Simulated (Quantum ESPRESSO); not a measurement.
Runs of Quantum ESPRESSO 7.5 on I. The structure is orthorhombic, space group Fmmm (No. 69). The conventional cell has a = 4.384 Å, b = 4.731 Å, c = 7.820 Å, α = 90.00°, β = 90.00°, γ = 90.00°. I (site symmetry mmm) is surrounded by 4 I at 3.23 Å. 

```csv
task,level,potentials or basis,cell,form of the LDA correlation,most ionic steps,forc conv thr,etot conv thr,ion dynamics,gap on the mesh (eV),pressure (GPa)
band structure,PBE,PseudoDojo 0.4.1 SR PBE standard,as given,-,-,-,-,-,none,(a)
relaxation of cell and atoms,PBE+D3(BJ),PseudoDojo 0.4.1 SR PBE standard,relaxed to 0.3 kbar,-,40,0.0004 Ry/bohr,1e-05 Ry,bfgs,none,0.0
relaxation of cell and atoms,PBEsol,PseudoDojo 0.4.1 SR PBEsol standard,relaxed to 0.3 kbar,-,40,0.0004 Ry/bohr,1e-05 Ry,bfgs,none,0.0
band structure,LDA,PseudoDojo 0.4.1 SR LDA standard,as given,PW92,-,-,-,-,none,-2.3
```

Alike in all rows: no spin polarisation; k mesh 9 × 9 × 9; cutoff (eV) 952; smearing fermi-dirac 0.05 eV.

Task: Fill in the values left out.

Result: (a) 0.5.

Caveats: an odd number of electrons without spin polarisation forces a metal; a magnetic or distorted state may lie lower; spin-orbit coupling is left out, which moves the levels of the heavy elements (some runs); pairwise dispersion overbinds metals, which lowers pressure and volume (some runs).

A k mesh can miss the band edges, and the runs leave out spin-orbit coupling on I.

A gap of «none» marks a metal or a gap under the smearing width.
